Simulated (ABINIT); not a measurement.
The system is Ge.

```
Ge
1.0
     1.48805   -2.59469    0.00000
     1.48805    2.59469    0.00000
     0.00000    0.00000    4.72760
Ge
2
Direct
  0.33345 0.66655 0.25000
  0.66655 0.33345 0.75000
```

This isn't the form of Ge at room conditions, which is diamond.

| Property | Result |
| --- | --- |
| Program | ABINIT 10.8.3 (patched build) |
| Task | relaxation of cell and atoms |
| Functional | PBEsol |
| Potentials or basis | PseudoDojo NC SR PBEsol v0.4.1 standard |
| Cutoff | 1061 eV |
| k mesh | 8 × 8 × 4 |
| Occupations | fermi-dirac, width 0.05 eV |
| Spin | no spin polarisation |

At the start: pressure 0.3 GPa; volume 18.25 Å³/atom.

How do energy, volume and symmetry change on relaxing?

Over 18 steps the energy falls by 24.8 meV/atom and the volume is 18.29 Å³/atom (+0.2 %); space group P6_3/mmc (No. 194, to 0.05 Å).

The path:
| step | energy change (eV) | largest force (eV/Å) | pressure (GPa) | volume (Å³) |
| --- | --- | --- | --- | --- |
| 1 | 0.0000 | 0.0048 | 0.34 | 36.51 |
| 2 | -0.0107 | 0.0047 | 0.12 | 36.54 |
| 3 | -0.0435 | 0.0163 | -0.05 | 36.59 |
| 4 | -0.0399 | 0.0151 | 0.12 | 36.57 |
| 5 | -0.0490 | 0.0157 | -0.03 | 36.59 |
| 6 | -0.0491 | 0.0143 | -0.03 | 36.59 |
| 7 | -0.0495 | 0.0027 | 0.03 | 36.56 |
| 8 | -0.0495 | 0.0027 | 0.02 | 36.57 |
| 9 | -0.0495 | 0.0026 | 0.02 | 36.57 |
| 10 | -0.0495 | 0.0027 | -0.01 | 36.58 |
| 11 | -0.0495 | 0.0028 | -0.01 | 36.58 |
| 12 | -0.0495 | 0.0040 | -0.04 | 36.60 |
| 13 | -0.0495 | 0.0083 | -0.12 | 36.63 |
| 14 | -0.0380 | 0.0237 | -2.52 | 37.86 |
| 15 | -0.0495 | 0.0106 | -0.16 | 36.65 |
| 16 | -0.0495 | 0.0131 | -0.20 | 36.67 |
| 17 | -0.0495 | 0.0052 | 0.08 | 36.54 |
| 18 | -0.0495 | 0.0003 | 0.00 | 36.58 |

Final structure:
```
CELL_PARAMETERS angstrom
1.46050 -2.52980 0.00000
1.46050 2.52980 0.00000
0.00000 0.00000 4.95033
ATOMIC_POSITIONS crystal
Ge 0.33330 0.66670 0.25000
Ge 0.66670 0.33330 0.75000
```
